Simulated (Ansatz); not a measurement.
## Response to strain in InN

Base system: InN in the wurtzite structure (space group P6_3mc, No. 186; a = 3.581 Å, c = 5.788 Å). Axes: x lies along a and z along c of the hexagonal cell.

Strains are applied to the cell and any free atomic positions relax; under stress the whole cell relaxes.

Level of theory: PBE (Ansatz, a quantum-chemistry and plane-wave program; PAW; 420 eV plane waves; no spin-orbit coupling).

Candidates:
(a) strain tensor (xx, yy, zz, yz, xz, xy) = (−0.90, −1.24, −0.47, +1.03, +0.71, +0.57) %
(b) isotropic strain +0.37 %
(c) uniaxial strain ε_zz = +2.88 %
(d) uniaxial strain ε_xx = +2.19 %
(e) uniaxial stress, 8 GPa compression along x

Notes on the quantities. energy relative to the base: free energy F.

Question: Order them by energy relative to the base, lowest first.

Answer: (b) isotropic strain +0.37 % (+0.7 meV/atom), (d) uniaxial strain ε_xx = +2.19 % (+4.7 meV/atom), (a) strain tensor (xx, yy, zz, yz, xz, xy) = (−0.90, −1.24, −0.47, +1.03, +0.71, +0.57) % (+6.4 meV/atom), (c) uniaxial strain ε_zz = +2.88 % (+8.5 meV/atom), (e) uniaxial stress, 8 GPa compression along x (+20 meV/atom)

A case with no gap was solved on a k-mesh chosen for an insulator, which is coarse for it. Stability under load was not tested beyond the relaxation. The final runs are not spin-polarised.
